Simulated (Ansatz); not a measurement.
# BN: the cost of one run

All numbers are computed with Ansatz 0.2.0 through its Python package. The levels of theory stand in the script.

## (1) Starting point

Symmetry: Cm, No. 8, monoclinic system. The conventional cell has a = 13.109 Å, b = 2.512 Å, c = 4.399 Å, α = 90.00°, β = 90.52°, γ = 90.00°. Around B (site symmetry m) lie 3 N at 1.43 to 1.54 Å. B (site symmetry m) has 3 N at 1.44 to 1.48 Å as nearest neighbours. B (site symmetry m) has 3 N at 1.44 to 1.52 Å as nearest neighbours. B (site symmetry m) is surrounded by 4 N at 1.53 to 1.57 Å. Around N (site symmetry m) lie 4 B at 1.52 to 1.57 Å. Around N (site symmetry m) lie 3 B at 1.43 to 1.56 Å. N (site symmetry m) is surrounded by 3 B at 1.44 to 1.53 Å. Around N (site symmetry m) lie 3 B at 1.44 to 1.48 Å.

The script holds or builds the structure itself.

## (2) The code

Input file bn.py:

```python
import warnings

import ansatz as az
import numpy as np

K_SPACING = 0.72


def main() -> None:
    warnings.simplefilter("ignore", az.DeckWarning)

    vectors = np.array([
        [6.55449, -1.25599, 0.0],
        [6.55449, 1.25599, 0.0],
        [-0.03984, 0.0, 4.39832],
    ])
    bn = (
        az.Lattice.of(vectors)
        .atom("B", [8e-05, 8e-05, 0.99882])
        .atom("B", [0.20001, 0.20001, 0.4277])
        .atom("B", [0.86575, 0.86575, 0.38057])
        .atom("B", [0.53153, 0.53153, 0.49828])
        .atom("N", [0.98077, 0.98077, 0.34311])
        .atom("N", [0.50616, 0.50616, 0.84316])
        .atom("N", [0.64689, 0.64689, 0.4438])
        .atom("N", [0.3123, 0.3123, 0.39305])
    )

    calculation = bn.calculation()
    calculation = calculation.kpoints(spacing=K_SPACING)
    calculation = calculation.occupations(az.OccupationsMethod.FIXED)
    with_term = calculation.functional("pbesol", dispersion="d3bj").basis(420).cutoff_correction(670).run().report
    without = calculation.functional("pbesol").basis(420).run().report
    finer = calculation.functional("pbesol").basis(670).run().report
    removed = az.free_energy_without(with_term, az.EnergyTerm.DISPERSION)
    print(f"dispersion term            {with_term['components']['e_disp']:.5f} eV")
    print(f"F less dispersion          {removed:.5f} eV, run without it {without['free_energy_ev']:.5f} eV")
    print(f"F less smearing term       {az.free_energy_without(without, az.EnergyTerm.SMEARING):.5f} eV")
    print(f"estimated gain to 670 eV   {with_term['cutoff_correction']['energy_ev']:.5f} eV, found {finer['free_energy_ev'] - without['free_energy_ev']:.5f} eV")


if __name__ == "__main__":
    main()
```

## (3) The input behind the calls

The engine receives this input (first run):

```yaml
crystal:
  lattice:
    - [6.55449, -1.25599, 0.0]
    - [6.55449, 1.25599, 0.0]
    - [-0.03984, 0.0, 4.39832]
  atoms:
    - { symbol: B, position: [8.0e-05, 8.0e-05, 0.99882] }
    - { symbol: B, position: [0.20001, 0.20001, 0.4277] }
    - { symbol: B, position: [0.86575, 0.86575, 0.38057] }
    - { symbol: B, position: [0.53153, 0.53153, 0.49828] }
    - { symbol: "N", position: [0.98077, 0.98077, 0.34311] }
    - { symbol: "N", position: [0.50616, 0.50616, 0.84316] }
    - { symbol: "N", position: [0.64689, 0.64689, 0.4438] }
    - { symbol: "N", position: [0.3123, 0.3123, 0.39305] }
basis:
  ecutwfc: 420.0
kpoints:
  mp_grid:
    kspacing: 0.72
hamiltonian:
  xc: pbesol
  dispersion: d3bj
scf:
  occupations:
    method: fixed
output:
  cutoff_correction: 670.0
```

## (4) Running it

The run is started by

```bash
$ python bn.py
```

What time and memory should one allow on 1 thread of Intel Xeon 6975P-C (Granite Rapids), shared host?

About 5.1 s, with a peak of 0.42 GiB.
